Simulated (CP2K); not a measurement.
**AlN: band structure with PBE**

Crystal: AlN.

```
Al N
1.0
     3.08863    0.00000    0.00000
     1.54432    2.67483    0.00000
     1.54432    0.89161    2.52186
Al N
1 1
Direct
  0.00000 0.00000 0.00000
  0.25000 0.25000 0.25000
```

Measurements of this composition are mostly on another form, of space group No. 186.

```json
{"Program": "CP2K 2026.2", "Task": "band structure", "Functional": "PBE", "Potentials or basis": "POTENTIAL_UZH Al GTH-PBE-q3, N GTH-PBE-q5; TZVP-MOLOPT-PBE-GTH basis", "Density cutoff": "6123 eV", "k mesh": "10 × 10 × 10", "Occupations": "fermi-dirac, width 0.01 eV", "Spin": "no spin polarisation", "SCF solver": "diagonalisation with k points", "Quickstep method": "GPW", "EPS_DEFAULT": "1.0E-9", "EPS_SCF": "1.0E-6", "MAX_SCF": "100", "SCF_GUESS": "ATOMIC", "k points reduced by the point group": "yes", "Mesh centred on Gamma": "yes", "CHOLESKY": "OFF", "EPS_EIGVAL": "1.0E-7", "MIXING METHOD": "BROYDEN_MIXING", "MIXING ALPHA": "0.4", "NBUFFER": "8", "NGRIDS": "4", "Basis sets": "Al TZVP-MOLOPT-PBE-GTH-q3, N TZVP-MOLOPT-PBE-GTH-q5", "Potentials": "Al GTH-PBE-q3 of POTENTIAL_UZH, N GTH-PBE-q5 of POTENTIAL_UZH", "ADDED_MOS": "[10]", "Points a segment of the path (NPOINTS)": "8", "Bands added on the path": "2", "REL_CUTOFF (Ry)": "60 Ry", "MIXING BETA (1/bohr)": "1.5 1/bohr", "CUTOFF of the grids": "450 Ry"}
```

```json
{
  "Pressure": "3.8 GPa",
  "Band gap on the k mesh": "3.32 eV, indirect (least direct gap 4.22 eV)",
  "Band gap along the path": "3.32 eV, indirect (least direct gap 4.22 eV)",
  "Mulliken charges": "Al +1.38; N -1.38 e",
  "Hirshfeld charges": "Al +0.39; N -0.39 e"
}
```

Levels at the corners of the path, in eV from the valence-band top:
```tsv
point	band 1	band 2	band 3	band 4	band 5	band 6	band 7	band 8	band 9
Γ	-15.00	0.00	0.00	0.00	4.22	12.57	12.57	12.57	18.62
X	-12.31	-4.92	-1.77	-1.77	3.32	8.62	14.02	15.77	15.77
W	-12.26	-3.78	-3.46	-2.70	6.05	11.61	12.06	12.10	17.19
K	-12.33	-4.27	-3.65	-1.37	5.17	10.16	13.13	14.39	15.31
Γ	-15.00	0.00	0.00	0.00	4.22	12.57	12.57	12.57	18.62
L	-12.95	-5.88	-0.47	-0.47	7.42	9.97	11.30	11.30	18.98
U	-12.33	-4.27	-3.65	-1.37	5.17	10.16	13.13	14.39	15.31
W	-12.26	-3.78	-3.46	-2.70	6.05	11.61	12.06	12.10	17.19
L	-12.95	-5.88	-0.47	-0.47	7.42	9.97	11.30	11.30	18.98
K	-12.33	-4.27	-3.65	-1.37	5.17	10.16	13.13	14.39	15.31
U	-12.33	-4.27	-3.65	-1.37	5.17	10.16	13.13	14.39	15.31
X	-12.31	-4.92	-1.77	-1.77	3.32	8.62	14.02	15.77	15.77
```

Wall time 35 s on 2 threads of Arm Neoverse V1 (shared host), peak memory 0.24 GiB.

Caveat: Mulliken charges move with the basis; the basis of atomic orbitals isn't converged, which shifts pressures, moduli and gaps. A hybrid or GW would open this gap; PBE tends to underestimate it.
